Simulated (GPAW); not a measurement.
Write an ASE script for GPAW 26.7.0 that does the following.

```yaml
Task: band structure
Functional: LDA
Potentials_or_basis: the program's PAW data sets (release 1.2.1) made for this functional
Cutoff: 600 eV
Basis: pw
k_mesh: 6 × 6 × 6
Occupations: fermi-dirac, width 0.05 eV
Spin: no spin polarisation
Maxiter: 150
Band_path: GHNGPH,PN
Band_points: 60
```

Si:

```xyz
8
Lattice="-3.3278 3.3278 3.3278 3.3278 -3.3278 3.3278 3.3278 3.3278 -3.3278" Properties=species:S:1:pos:R:3 pbc="T T T"
Si    2.3398    2.3398    2.3398
Si    0.9880    4.3158   -0.9880
Si    4.3158   -0.9880    0.9880
Si   -0.9880    0.9880    4.3158
Si    0.9880    0.9880    0.9880
Si   -0.9880    2.3398    0.9880
Si    2.3398    0.9880   -0.9880
Si    0.9880   -0.9880    2.3398
```

This isn't the form of Si at room conditions, which is diamond.

One way to write it, as run:

run.py

```python
from ase import Atoms
from ase.dft.bandgap import bandgap
from ase.io import write
from ase.units import GPa
from gpaw import GPAW, PW

atoms = Atoms(['Si', 'Si', 'Si', 'Si', 'Si', 'Si', 'Si', 'Si'],
              cell=[[-3.327825, 3.327825, 3.327825],
                    [3.327825, -3.327825, 3.327825],
                    [3.327825, 3.327825, -3.327825]],
              scaled_positions=[[0.703114, 0.703114, 0.703114],
                                [0.5, 0.0, 0.796886],
                                [0.0, 0.796886, 0.5],
                                [0.796886, 0.5, 0.0],
                                [0.296886, 0.296886, 0.296886],
                                [0.5, 0.0, 0.203114],
                                [0.0, 0.203114, 0.5],
                                [0.203114, 0.5, 0.0]],
              pbc=True)

calc = GPAW(mode=PW(600),
            xc='LDA',
            kpts={'size': (6, 6, 6), 'gamma': True},
            occupations={'name': 'fermi-dirac', 'width': 0.05},
            nbands=32,
            convergence={'density': 1e-05, 'energy': 1e-05},
            maxiter=150,
            txt='gpaw.txt')
atoms.calc = calc
energy = atoms.get_potential_energy()
forces = atoms.get_forces()
stress = atoms.get_stress()
calc.write('gs.gpw')
write('result.traj', atoms)
print(f'Energy: {energy:.6f} eV')
print('Forces (eV/A):')
print(forces.round(4))
print('Stress (GPa):', (stress / GPa).round(3))
print('Fermi level:', round(calc.get_fermi_level(), 4), 'eV')
print(f'Gap: {bandgap(calc)[0]:.4f} eV, direct: {bandgap(calc, direct=True)[0]:.4f} eV')

path = atoms.cell.bandpath('GHNGPH,PN', npoints=60, eps=1e-4)
bs_calc = calc.fixed_density(kpts=path, symmetry='off', nbands=56,
                             convergence={'bands': 'CBM+6.0', 'eigenstates': 1e-6}, txt='bands.txt')
bs = bs_calc.band_structure()
bs.write('bs.json')
print(f'Gap on the path: {bandgap(bs_calc)[0]:.4f} eV')
```

Potentials or basis: the program's PAW data sets (release 1.2.1) made for this functional, pw.

Launch:

```console
$ OMP_NUM_THREADS=1 python run.py
```

It gave:

```yaml
Pressure: -3.3 GPa
Largest_force: 0.074 eV/Å
Band_gap_along_the_path: none (metal or under the smearing width)
```

Wall time 5 min on 1 thread of Arm Neoverse V2 (shared host), peak memory 0.72 GiB.
